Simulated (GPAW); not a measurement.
Crystal: InAs.

```
In As
1.0
     0.00000    3.01800    3.01800
     3.01800    0.00000    3.01800
     3.01800    3.01800    0.00000
In As
1 1
Cartesian
  0.0000 0.0000 0.0000
  4.5270 4.5270 4.5270
```

Base run:

| Quantity | Value |
| --- | --- |
| Program | GPAW 26.7.0 |
| Functional | RPBE |
| Potentials or basis | the program's PAW data sets (release 1.2.1) made for this functional |
| Cutoff | 450 eV |
| Basis | pw |
| k mesh | 6 × 6 × 6 |
| Occupations | fermi-dirac, width 0.01 eV |
| Spin | no spin polarisation |

Its results: band gap on the k mesh none (metal or under the smearing width); pressure 4.9 GPa.

The run is repeated on the same cell with these changes: functional from RPBE to LDA. What comes out?

Band gap on the k mesh none (metal or under the smearing width); pressure -1.5 GPa.

LDA binds more tightly than RPBE, so the same cell stands under less pressure.

Caveats: the cutoff is short for stress and forces, so pressures can be off by a GPa or more; this crystal is a semiconductor, whose small gap the functional closes, so the metal is an error of the method.
